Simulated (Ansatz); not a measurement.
CsPbCl3:

```xyz
5
Lattice="5.6050 0.0000 0.0000 0.0000 5.6050 0.0000 0.0000 0.0000 5.6050" Properties=species:S:1:pos:R:3 pbc="T T T"
Pb    2.8025    2.8025    2.8025
Cs    0.0000    0.0000    0.0000
Cl    2.8025    0.0000    2.8025
Cl    0.0000    2.8025    2.8025
Cl    2.8025    2.8025    0.0000
```

Program: Ansatz 0.2.0. Alike in all runs: potentials or basis Ansatz PAW; cell as given; cutoff (eV) 420. Hardware: 2 threads of Intel(R) Xeon(R) Processor @ 2.50GHz (Skylake/Cascade Lake) (shared host).

Problem. Order these runs on this cell by their wall time, lowest first.
A. task band structure; level LDA; spin SOC, no magnetisation; k mesh 4 × 4 × 4; smearing fermi-dirac 0.05 eV; points for each segment of the path 14
B. task band structure; level LDA; spin off; k mesh 5 × 5 × 5; smearing fermi-dirac 0.05 eV; points for each segment of the path 14
C. task single point; level PBE; spin off; k mesh 5 × 5 × 5; smearing gaussian 0.011 eV

Solution. C (3.8 s), B (15 s), A (160 s).
